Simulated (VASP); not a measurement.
An input for Ansatz (written as the equivalent of a VASP run, and not itself run):

Ansatz 0.2 input:
```yaml
crystal:
  lattice:
    - [0.0000000, 2.9333247, 2.9333247]
    - [2.9333247, 0.0000000, 2.9333247]
    - [2.9333247, 2.9333247, 0.0000000]
  atoms:
    - { symbol: Sr, position: [0.0000000, 0.0000000, 0.0000000] }
    - { symbol: F, position: [0.2840910, 0.2840910, 0.2159090] }
    - { symbol: F, position: [0.7500000, 0.7500000, 0.7500000] }
kpoints:
  mp_grid: { grid: [6, 6, 6] }
hamiltonian:
  xc: pbe
  pseudopotentials: { kind: paw }
scf:
  occupations: { method: gaussian, width: 0.05 }
  max_iter: 100
output: { forces: true, stress: true, eigenvalues: true }
```

Write the VASP files for the same calculation (PBE).

Several could match; the one computed here: 
**POSCAR**
```
SrF2
1
    0.0000000000     2.9333246790     2.9333246790
    2.9333246790     0.0000000000     2.9333246790
    2.9333246790     2.9333246790     0.0000000000
Sr F
1 2
Direct
  0.0000000000   0.0000000000   0.0000000000
  0.2840910097   0.2840910097   0.2159089903
  0.7500000000   0.7500000000   0.7500000000
```

**KPOINTS**
```
kpoints
0
Gamma
6 6 6
```

### INCAR
```
SYSTEM  =  SrF2
PREC  =  Accurate; ENCUT  =  600; LREAL  =  .False.
LASPH  =  .True.
EDIFF  =  1E-7; NELM  =  100; ALGO  =  Normal
LMAXMIX  =  4
ISMEAR  =  0; SIGMA  =  0.05
GGA  =  PE
ISIF  =  2
LWAVE  =  .False.; LCHARG  =  .False.
```

POTCAR, in this order: Sr_sv F (PBE.64 set). Program: vasp_std.

What does not carry over: each code has its own PAW files, so the cut-off isn't converted (ENCUT is set for VASP's; basis.ecutwfc is left out, and Ansatz then takes the one that its files recommend); Ansatz stops its SCF on the density residual and VASP on the energy change (EDIFF).

The compound is SrF2 in the fluorite structure. This cell was strained or had an atom moved on purpose.
